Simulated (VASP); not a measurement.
Write the native input for VASP 6.6.1 that does the following.

```yaml
Task: work function
Functional: PBE
Potentials_or_basis: VASP PAW PBE potentials, release 64 (Si)
Cutoff: 520 eV
k_mesh: 4 × 7 × 1
Occupations: gaussian, width 0.03 eV
Spin: no spin polarisation
Dipole_correction: yes
Further_INCAR_settings: ALGO = Fast; EDIFF = 1e-06
```

The structure of Si lies in POSCAR:

```
Si                                      
1.0
    7.7337965900      0.0000000000      0.0000000000
    0.0000000000      3.8668983000      0.0000000000
    0.0000000000      0.0000000000     12.4357750000
  Si            
    12
Direct
     0.8615942947493802    0.0000000000000000    0.2814423346310350
     0.5748825010427762    0.0000000000000000    0.2203316347025293
     0.5228283976534891    0.5000000000000000    0.3310660384309759
     0.0115728505814867    0.5000000000000000    0.3314697949580964
     0.2673161865150179    0.5000000000000000    0.4426981415625095
     0.7618057694578502    0.5000000000000000    0.4477049259986141
     0.7618057694578502    0.0000000000000000    0.5522950740013860
     0.2673161865150179    0.0000000000000000    0.5573018584374906
     0.5228283976534890    0.0000000000000000    0.6689339615690243
     0.0115728505814867    0.0000000000000000    0.6685302050419036
     0.8615942947493802    0.5000000000000000    0.7185576653689650
     0.5748825010427762    0.5000000000000000    0.7796683652974705
```

The cell was built by a generator and needn't be a form met in nature.

One way to write it, as run:

INCAR

```
SYSTEM = Si
  ALGO = Fast
  DIPOL = 0.5 0.5 0.500
  EDIFF = 1E-6
  ENCUT = 520
  GGA = PE
  IDIPOL = 3
  ISIF = 2
  ISMEAR = 0
  KPAR = 4
  LASPH = .TRUE.
  LCHARG = .TRUE.
  LDIPOL = .TRUE.
  LREAL = .FALSE.
  LVACPOTAV = .TRUE.
  LVHAR = .TRUE.
  LWAVE = .FALSE.
  NELM = 100
  PREC = Accurate
  SIGMA = 0.03
```

KPOINTS

```
k-points
0
G
  4 7 1
  0 0 0
```

Potentials or basis: VASP PAW PBE potentials, release 64 (Si).

Command:

```console
$ cat potpaw_PBE.64/Si/POTCAR > POTCAR
$ mpirun -np 4 vasp_std > vasp.out
```

It gave:

- Largest force: 0.010 eV/Å
- Band gap on the k mesh: 0.31 eV, indirect (least direct gap 0.66 eV)

It took 56 s on 4 MPI ranks on Intel(R) Xeon(R) Platinum 8375C CPU @ 2.90GHz (Ice Lake) (shared host), peak memory 0.46 GiB a rank.
